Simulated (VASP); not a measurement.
# PtS2 (P-3m1) in VASP: a series of runs

Runs on PtS2. Level: PBE. Tasks: dielectric tensor.

All numbers are computed with VASP 6.6.1; they aren't measurements. Logs are shortened: lines on timing, memory, paths and dates and some standing lists are left out, and cuts for length are marked.

## (1) The structure

Symmetry: P-3m1, No. 164, trigonal system. Conventional cell: a = 3.543 Å, b = 3.543 Å, c = 5.039 Å, α = 90.00°, β = 90.00°, γ = 120.00°. Pt (site symmetry -3m) is surrounded by 6 S at 2.34 Å. S (site symmetry 3m) has 3 Pt at 2.34 Å as nearest neighbours.

## (2) Dielectric tensor, PBE

Input file INCAR:

```
  PREC = Accurate
  ENCUT = 280
  EDIFF = 1E-8
  ISMEAR = 0
  SIGMA = 0.01
  LREAL = False
  LASPH = True
  NELM = 100
  ALGO = Normal
  ISIF = 2
  LWAVE = False
  LCHARG = False
  GGA = PE
  LEPSILON = True
```

Input file KPOINTS:

```
regular mesh
0
Gamma
  6 6 4
```

Input file POSCAR:

```
PtS2
1.0
    3.5432000000      0.0000000000      0.0000000000
   -1.7716000000      3.0685012107      0.0000000000
    0.0000000000      0.0000000000      5.0388000000
Pt S
1 2
Direct
    0.0000000000      0.0000000000      0.0000000000
    0.6666666667      0.3333333333      0.7730000000
    0.3333333333      0.6666666667      0.2270000000
```

Potentials or basis: VASP PAW PBE potentials, release 64 (Pt, S).

Run with:

```bash
> cat potpaw_PBE.64/Pt/POTCAR potpaw_PBE.64/S/POTCAR > POTCAR
> mpirun -np 1 vasp_std > vasp.out
```

OUTCAR:

```text
PREC = Accurate
   ENCUT = 280
   EDIFF = 1E-8
   ISMEAR = 0
   LREAL = False
   LASPH = True
   NELM = 100
   ISIF = 2
   GGA = PE
   LEPSILON = True

 Found     24 irreducible k-points:

 Following reciprocal coordinates:
            Coordinates               Weight
  0.000000  0.000000  0.000000      1.000000
  0.166667 -0.000000  0.000000      6.000000
  0.333333 -0.000000  0.000000      6.000000
  0.500000 -0.000000  0.000000      3.000000
  0.166667  0.166667  0.000000      6.000000
  0.333333  0.166667  0.000000     12.000000
   k-points           NKPTS =     24   k-points in BZ     NKDIM =     24   number of bands    NBANDS=     15
   number of dos      NEDOS =    301   number of ions     NIONS =      3
   total plane-waves  NPLWV =  11200
   dimension x,y,z NGX =    20 NGY =   20 NGZ =   28
   dimension x,y,z NGXF=    40 NGYF=   40 NGZF=   56
   ions per type =               1   2
   NGX,Y,Z   is equivalent  to a cutoff of   9.38,  9.38,  9.24 a.u.
   NGXF,Y,Z  is equivalent  to a cutoff of  18.77, 18.77, 18.48 a.u.
 SYSTEM =  unknown system
   PREC   = accura    normal or accurate (medium, high low for compatibility)
   ISTART =      0    job   : 0-new  1-cont  2-samecut
   ICHARG =      2    charge: 1-file 2-atom 10-const
   ISPIN  =      1    spin polarized calculation?
   LNONCOLLINEAR =      F non collinear calculations
   LSORBIT =      F    spin-orbit coupling
   LASPH  =      T    aspherical Exc in radial PAW
   ENCUT  =  280.0 eV  20.58 Ry    4.54 a.u.   4.83  4.83  6.87*2*pi/ulx,y,z
   NELM   =    100;   NELMIN=  2; NELMDL= -5     # of ELM steps
   EDIFF  = 0.1E-07   stopping-criterion for ELM
   LREAL  =      F    real-space projection
   EDIFFG = 0.1E-06   stopping-criterion for IOM
   NSW    =      0    number of steps for IOM
   IBRION =     -1    ionic relax: 0-MD 1-quasi-New 2-CG
   NFREE  =      0    steps in history (QN), initial steepest desc. (CG)
   ISIF   =      2    stress and relaxation
   ISYM   =      2    0-nonsym 1-usesym 2-fastsym
   POTIM  = 0.5000    time-step for ionic-motion
   TEBEG  =    0.0;   TEEND  =   0.0 temperature during run
   PSTRESS=    0.0 pullay stress
   NELECT =      22.0000    total number of electrons
   NUPDOWN=      -1.0000    fix difference up-down
   EMIN   =  10.00;   EMAX   =-10.00  energy-range for DOS
   EFERMI =   0.00;   METHOD = LEGACY
   ISMEAR =     0;   SIGMA  =   0.01  broadening in eV -4-tet -1-fermi 0-gaus
   EFERMI_NEDOS =   21; number of points for ismear=-14 and -15
   IALGO  =     38    algorithm
   IMIX   =      4    mixing-type and parameters
     AMIX     =   0.40;   BMIX     =  1.00
     AMIX_MAG =   1.60;   BMIX_MAG =  1.00
  volume/ion in A,a.u.               =      18.26       123.23
  Fermi-wavevector in a.u.,A,eV,Ry     =   1.207812  2.282434 19.848315  1.458810
  Thomas-Fermi vector in A             =   2.343439
   LORBIT       =      0    0 simple, 1 ext, 2 COOP (PROOUT), +10 PAW based schemes
   GGA     = PE    functional components
   LHFCALC =     F    Hartree Fock is set to
   AEXX    =    0.0000 exact exchange contribution
   IVDW    =     0    specifies the selected vdW correction
   LEPSILON=     T    determine dielectric tensor
   LRPA    =     F    only Hartree local field effects (RPA)
 non-spin polarized calculation
 Gauss-broadening in eV      SIGMA  =   0.01
  energy-cutoff  :      280.00
  volume of cell :       54.78
 maximum number of plane-waves:       594
 NGX is ok and might be reduce to    20
   NGX =  9   NGY =  9   NGZ = 13

--------------------------------------- Ionic step        1  -------------------------------------------

 number of electron      21.9999989 magnetization

 E-fermi :   6.8318     XC(G=0): -10.5742

 val. band max:        6.7206201991   @ k =   0.0000   0.1667   0.2500
 cond. band min:       7.7021717059   @ k =   0.0000   0.3333   0.2500
 fundamental gap:      0.9815515069
 Fermi energy:         6.8318114484

 k-point     1 :       0.0000    0.0000    0.0000
  band No.  band energies     occupation
      1      -8.8221      2.00000
      2      -5.5798      2.00000
      3      -0.2927      2.00000
      4      -0.2927      2.00000
      5      -0.1740      2.00000
      6       2.7723      2.00000
      7       2.7723      2.00000
      8       4.9544      2.00000
      9       5.5982      2.00000
     10       5.5982      2.00000
     11       6.6183      2.00000
     12       9.2038      0.00000
     13       9.2038      0.00000
     14      11.5431      0.00000
     15      12.5100      0.00000

 k-point     2 :       0.1667   -0.0000    0.0000
  band No.  band energies     occupation
      1      -8.4568      2.00000
      2      -5.8018      2.00000
      3      -0.0500      2.00000
      4      -0.0223      2.00000
      5       0.2095      2.00000
      6       2.2078      2.00000
      7       2.5355      2.00000
      8       4.0983      2.00000
      9       5.5196      2.00000
     10       5.5446      2.00000
     11       6.6080      2.00000
     12       8.2933      0.00000
     13       9.0219      0.00000
     14      12.5976      0.00000
     15      13.6017      0.00000

 k-point     3 :       0.3333   -0.0000    0.0000
  band No.  band energies     occupation
      1      -7.5422      2.00000
      2      -6.2227      2.00000
      3      -0.0332      2.00000
      4       0.4124      2.00000
      5       1.2008      2.00000
      6       1.3174      2.00000
      7       2.4930      2.00000
      8       3.5253      2.00000
      9       4.6992      2.00000
     10       4.7218      2.00000
     11       5.3835      2.00000
     12       8.4149      0.00000
     13       9.2964      0.00000
     14      12.1041      0.00000
     15      14.2734      0.00000

 k-point     4 :       0.5000   -0.0000    0.0000
  band No.  band energies     occupation
      1      -6.8107      2.00000
      2      -6.5508      2.00000
      3      -0.8203      2.00000
      4       0.5694      2.00000
      5       1.5063      2.00000
      6       2.3591      2.00000
      7       3.3261      2.00000
      8       3.4339      2.00000
      9       3.5261      2.00000
     10       3.7403      2.00000
     11       4.3946      2.00000
     12       8.5332      0.00000
     13       9.5870      0.00000
     14      12.2826      0.00000
     15      13.3053      0.00000

 k-point     5 :       0.1667    0.1667    0.0000
  band No.  band energies     occupation
      1      -7.8092      2.00000
      2      -6.1084      2.00000
      3       0.2398      2.00000
      4       0.3985      2.00000
      5       0.7454      2.00000
      6       1.5746      2.00000
      7       2.0223      2.00000
      8       3.5957      2.00000
      9       4.7860      2.00000
     10       5.0513      2.00000
     11       6.4944      2.00000
     12       8.1439      0.00000
     13       8.7085      0.00000
     14      12.9784      0.00000
     15      14.0478      0.00000

 k-point     6 :       0.3333    0.1667    0.0000
  band No.  band energies     occupation
      1      -6.9221      2.00000
      2      -6.4336      2.00000
      3      -0.3359      2.00000
      4       0.4498      2.00000
      5       1.2280      2.00000
      6       1.8262      2.00000
      7       2.2808      2.00000
      8       3.4743      2.00000
      9       3.8598      2.00000
     10       4.3076      2.00000
     11       5.6757      2.00000
     12       8.0885      0.00000
     13       8.6646      0.00000
     14      12.4677      0.00000
     15      14.4644      0.00000

 [... further k-points ...]

  FORCE on cell =-STRESS in cart. coord.  units (eV):
  Direction    XX          YY          ZZ          XY          YZ          ZX
  --------------------------------------------------------------------------------------
  -------------------------------------------------------------------------------------
  Total        3.7466980      3.7466980      3.2650948      0.0000000      0.0000000      0.0000000
  in kB      109.5746728    109.5746728     95.4898688      0.0000000      0.0000000      0.0000000
  external PRESSURE =     104.8797381 kB  Pullay stress =       0.0000000 kB

 VOLUME and BASIS-vectors are now :
 -----------------------------------------------------------------------------
  energy-cutoff  :      280.00
  volume of cell :       54.78
      direct lattice vectors                 reciprocal lattice vectors
     3.543200000  0.000000000  0.000000000     0.282230752  0.162946001  0.000000000
    -1.771600000  3.068501211  0.000000000     0.000000000  0.325892001  0.000000000
     0.000000000  0.000000000  5.038800000     0.000000000  0.000000000  0.198459951

 POSITION                                       TOTAL-FORCE (eV/Angst)
 -----------------------------------------------------------------------------------
      0.00000      0.00000      0.00000        -0.000000      0.000000     -0.000000
      1.77160      1.02283      3.89499        -0.000000      0.000000     -1.225112
     -0.00000      2.04567      1.14381         0.000000      0.000000      1.225112
 -----------------------------------------------------------------------------------
    total drift:                                0.000000     -0.000000      0.000000

  FREE ENERGIE OF THE ION-ELECTRON SYSTEM (eV)
  ---------------------------------------------------
  free  energy   TOTEN  =       -15.2627395280 eV

  energy  without entropy=      -15.2627395280  energy(sigma->0) =      -15.26273953

 HEAD OF MICROSCOPIC STATIC DIELECTRIC TENSOR (INDEPENDENT PARTICLE, excluding Hartree and local field effects)
 ------------------------------------------------------
          19.896208     0.000000     0.000000
           0.000000    19.896208     0.000000
           0.000000     0.000000    11.620856
 ------------------------------------------------------

 Free energy of the ion-electron system (eV)
  ---------------------------------------------------
  ---------------------------------------------------
  free energy    TOTEN  =        -2.87603711 eV

  energy without entropy =       -2.87603711

------------------------ aborting loop because EDIFF is reached ----------------------------------------

--------------------------------------- Ionic step        2  -------------------------------------------

------------------------ aborting loop because EDIFF is reached ----------------------------------------

--------------------------------------- Ionic step        3  -------------------------------------------

 Free energy of the ion-electron system (eV)
  ---------------------------------------------------
  ---------------------------------------------------
  free energy    TOTEN  =        -1.23298991 eV

  energy without entropy =       -1.23298991

------------------------ aborting loop because EDIFF is reached ----------------------------------------

 PIEZOELECTRIC TENSOR FIELD DIRECTION 3  (e Angst)
 -----------------------------------------------------------------------------
     0.00244  0.00000 -0.00000           (  0.00005  0.00000  0.00000)
     0.00000  0.00244  0.00000           (  0.00000  0.00005  0.00000)
     0.00000 -0.00000 -0.00883           (  0.00000  0.00000  0.00001)

 PIEZOELECTRIC TENSOR FIELD DIRECTION 3  (C/m^2)
 -----------------------------------------------------------------------------
     0.00071  0.00000 -0.00000
     0.00000  0.00071  0.00000
     0.00000 -0.00000 -0.00258

 MACROSCOPIC STATIC DIELECTRIC TENSOR (including local field effects in DFT)
 ------------------------------------------------------
          18.642764     0.000000     0.000000
           0.000000    18.642764     0.000000
          -0.000000     0.000000     8.749368
 ------------------------------------------------------

 PIEZOELECTRIC TENSOR (including local field effects)  for field in x, y, z        (e  Angst)
          XX          YY          ZZ          XY          YZ          ZX
  --------------------------------------------------------------------------------
  x     0.00000     0.00000     0.00000     0.00000     0.00000     0.00000
  y     0.00000     0.00000     0.00000     0.00000     0.00000     0.00000
  z     0.00000     0.00000     0.00000     0.00000     0.00000     0.00000

 PIEZOELECTRIC TENSOR (including local field effects)  for field in x, y, z        (C/m^2)
          XX          YY          ZZ          XY          YZ          ZX
  --------------------------------------------------------------------------------
  x     0.00000     0.00000     0.00000     0.00000     0.00000     0.00000
  y     0.00000     0.00000     0.00000     0.00000     0.00000     0.00000
  z     0.00000     0.00000     0.00000     0.00000     0.00000     0.00000

 BORN EFFECTIVE CHARGES (including local field effects) (in |e|, cummulative output)
 ---------------------------------------------------------------------------------
 ion    1
    1     2.99208     0.00000     0.00000
    2     0.00000     2.99208     0.00000
    3     0.00000     0.00000    -0.58640
 ion    2
    1    -1.49604     0.00000     0.00000
    2     0.00000    -1.49604    -0.00000
    3     0.00000     0.00000     0.29320
 ion    3
    1    -1.49604     0.00000     0.00000
    2     0.00000    -1.49604    -0.00000
    3     0.00000     0.00000     0.29320
```

Wall time 67 s (1 thread of Intel Xeon Platinum 8488C (Sapphire Rapids), shared host); peak memory 0.16 GiB.

The run converged, but some of its settings lie outside the range that counts as converged, so its numbers aren't taken as properties of the crystal.

Results:

| Item | Value |
| --- | --- |
| Band gap on the k mesh | 0.98 eV, indirect (least direct gap 1.50 eV) |
| Electronic dielectric tensor (diagonal) | 18.64, 18.64, 8.75 |
| Born charges (mean of the diagonal) | Pt +1.80; S -0.90 e |

Caveat: the cutoff is under 1.25 times the usual one of these potentials, so pressure, stress and relaxed cells hold a basis-set (Pulay) error; spin-orbit coupling is left out, which moves the levels of the heavy elements.

(Part 1 of 3 ends here.)
